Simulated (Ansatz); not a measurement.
TaAs and the effect of the Hubbard U on Ta d

```cif
data_structure
_symmetry_space_group_name_H-M 'P 1'
_symmetry_Int_Tables_number 1
_cell_length_a 6.3531
_cell_length_b 6.3531
_cell_length_c 6.3531
_cell_angle_alpha 148.550
_cell_angle_beta 148.550
_cell_angle_gamma 45.074
_cell_volume 69.59
loop_
_atom_site_label
_atom_site_type_symbol
_atom_site_fract_x
_atom_site_fract_y
_atom_site_fract_z
_atom_site_occupancy
Ta1 Ta 0.49997 0.49997 0.00000 1
Ta2 Ta 0.24997 0.74997 0.50000 1
As1 As 0.08263 0.08263 0.00000 1
As2 As 0.83263 0.33263 0.50000 1
```

The cell is a database's computed one, not the measured one.

Kept alike: task band structure; functional LDA; k mesh 11 × 11 × 11; occupations fermi-dirac, width 0.05 eV; no spin polarisation. Program: Ansatz, Ansatz PAW, cutoff 420 eV. The mesh is that of the run's cell of 4 atoms. No spin-orbit coupling.

```csv
"Hubbard U on Ta d, U (eV)",pressure (GPa)
0,-7.54
1,-7.06
2,-6.55
3,-6.00
4,-5.40
5,?
6,-3.88
```

Pressure is positive in compression, with a Pulay correction for the finite cutoff. U acts here on a shell without spin polarisation. For a metal such a mesh leaves the last digits unconverged. How U acts hangs on the program's projectors. All rows use potentials made for PBE. U is the effective U - J on orthogonalised atomic projectors. Double counting: fully localised limit (the default).

Q: Fit the rows shown and predict the run at 5 eV.

A: A least-squares parabola through the rows shown is pressure = 0.03274 U² + 0.4081 U - 7.52 (largest miss 0.036); at U = 5 it gives -4.66 GPa. The run gave: pressure -4.73 GPa.
